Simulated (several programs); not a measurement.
Many methods on one cell: ZrSe₂ (P-3m1)

Measured values to be reproduced:
- band gap: 1.2 eV (fundamental indirect gap, quoted from earlier experiment; “Stress-Tuned Optical Transitions in Layered 1T-MX2 (M= Hf, Zr, Sn; X= S, Se) Crystals”; Literature value; other experiments cited in the same table give 1.10 and 1.18 eV.; 2022; arxiv:2210.12074)

A 3-atom cell of ZrSe₂ started from a crystallographic database, relaxed with r2SCAN+rVV10 in Ansatz, was computed with several methods. It is trigonal, P-3m1 (No. 164); a = 3.789 Å, c = 6.181 Å in the conventional setting, 25.62 Å³ an atom. Zr is surrounded by 6 Se at 2.69 Å; Se is surrounded by 3 Zr at 2.69 Å. The values are computed, spin-unpolarised.

```cif
data_structure
_symmetry_space_group_name_H-M 'P-3m1'
_symmetry_Int_Tables_number 164
_cell_length_a 3.7894
_cell_length_b 3.7894
_cell_length_c 6.1807
_cell_angle_alpha 90.000
_cell_angle_beta 90.000
_cell_angle_gamma 120.000
_cell_volume 76.86
loop_
_atom_site_label
_atom_site_type_symbol
_atom_site_symmetry_multiplicity
_atom_site_Wyckoff_symbol
_atom_site_fract_x
_atom_site_fract_y
_atom_site_fract_z
_atom_site_occupancy
Zr1 Zr 1 a 0.00000 0.00000 0.00000 1
Se1 Se 2 d 0.33333 0.66667 0.25375 1
```

Gaps and times are for a single point on this cell; volume and bulk modulus come from each method's own relaxation or energy curve at fixed shape, which is too stiff where a cell has free coordinates or axes. Times are rough, from shared hosts (AMD EPYC 7R13 Processor; Intel Xeon 6975P-C; NVIDIA H100 80GB HBM3), and each method has its own mesh and cell size. A double dagger marks a value from a curve with shape and coordinates held. PM6 (MOPAC), PM7 (MOPAC), GFN1-xTB (tblite), GFN2-xTB (tblite) treat a cluster of cells at its zone centre, which samples few k points: where these miss a band edge, the gap comes out too large for that reason alone. Gaps from k meshes are read at a limited set of points (mesh, symmetry points, PBE's band edges), so each method's own least gap may be somewhat smaller. xTB and the PM methods were fitted mostly to molecules, and can miss a solid's gap by electronvolts. Minimal bases can be far off for gaps. Times of the plane-wave ladder aren't listed, since it ran on unlike processors and cards. Curves at held shape can't give the bulk modulus of a layered or molecular crystal, so none is listed. GLLB-SC's gap includes the derivative discontinuity. G0W0 is at finite bands, cutoff and mesh. d marks a direct gap, i an indirect one (no mark: not told apart), a dash a value that wasn't computed or didn't pass its checks.

```
                               method              kind  gap (eV)  own volume (Å³/atom)  bulk modulus (GPa)  atoms computed  processor time
                           PBE-D3(BJ)         semilocal         –                 24.31                   –               3               –
                         r2SCAN+rVV10         semilocal         –                 25.62                   –               3               –
                               PBE-D4         semilocal         –                 24.90                   –               3               –
 light PBE (260 eV and a coarse mesh)  light plane-wave    0.29 i                     –                   –               3          0.83 s
                    GFN1-xTB (tblite)     tight binding      0.42                25.01‡                   –         cluster           3.8 s
                                  LDA         semilocal    0.23 i                     –                   –               3               –
                                  PBE         semilocal    0.31 i                     –                   –               3               –
                    GFN2-xTB (tblite)     tight binding      0.81                27.25‡                   –         cluster           5.5 s
                               r2SCAN         semilocal    0.61 i                     –                   –               3               –
                       PBE/SZV (CP2K)       small basis    0.11 i                26.61‡                   –               3            10 s
                          PM6 (MOPAC)    semi-empirical      3.21                     –                   –         cluster            12 s
                       GLLB-SC (GPAW)   model potential      1.04                     –                   –               3            20 s
                      PBE/DZVP (CP2K)       small basis    0.30 i                26.18‡                   –               3            23 s
               PBE/single zeta (GPAW)       small basis    0.19 i                     –                   –               3            30 s
                              PBE+SOC         semilocal    0.17 i                     –                   –               3               –
                          PM7 (MOPAC)    semi-empirical      2.47                     –                   –         cluster            43 s
G0W0@r2SCAN (180 eV screening cutoff)         many-body      1.13                     –                   –               3               –
                                 PBE0            hybrid    1.60 i                     –                   –               3               –
                                HSE06            hybrid    0.96 i                     –                   –               3               –
                         Hartree-Fock    exact exchange    6.53 i                     –                   –               3               –
                              r2SCAN0            hybrid    1.83 i                     –                   –               3               –
 G0W0@HSE06 (180 eV screening cutoff)         many-body      1.27                     –                   –               3               –
   G0W0@PBE (260 eV screening cutoff)         many-body      1.11                     –                   –               3               –
   G0W0@LDA (140 eV screening cutoff)         many-body      0.99                     –                   –               3               –
  G0W0@PBE0 (180 eV screening cutoff)         many-body      1.46                     –                   –               3               –
                            HSE06+SOC            hybrid    0.80 i                     –                   –               3               –
```

Against HSE06 (0.96 eV) and with closed or daggered gaps left aside, the nearest gap at the points sampled is that of G0W0@LDA (140 eV screening cutoff) (+0.03 eV) and the farthest that of Hartree-Fock (+5.57 eV). HSE06 is only a yardstick of convenience, and nearness to it can be luck.

Comparison with experiment:
- Band gap, measured 1.2 eV: light PBE (260 eV and a coarse mesh) -0.91 eV, GFN1-xTB (tblite) -0.78 eV, LDA -0.97 eV, PBE -0.89 eV, GFN2-xTB (tblite) -0.39 eV, r2SCAN -0.59 eV, PBE/SZV (CP2K) -1.09 eV, PM6 (MOPAC) +2.01 eV, GLLB-SC (GPAW) -0.16 eV, PBE/DZVP (CP2K) -0.90 eV, PBE/single zeta (GPAW) -1.01 eV, PBE+SOC -1.03 eV, PM7 (MOPAC) +1.27 eV, G0W0@r2SCAN (180 eV screening cutoff) -0.07 eV, PBE0 +0.40 eV, HSE06 -0.24 eV, Hartree-Fock +5.33 eV, r2SCAN0 +0.63 eV, G0W0@HSE06 (180 eV screening cutoff) +0.07 eV, G0W0@PBE (260 eV screening cutoff) -0.09 eV, G0W0@LDA (140 eV screening cutoff) -0.21 eV, G0W0@PBE0 (180 eV screening cutoff) +0.26 eV, HSE06+SOC -0.40 eV.
The calculations are for a static lattice; samples hold vibrations, temperature and, in optical gaps, excitons. A measured value is shown where most reports agree with it, and only for the quantities listed.

Only the rows marked +SOC include spin-orbit coupling.
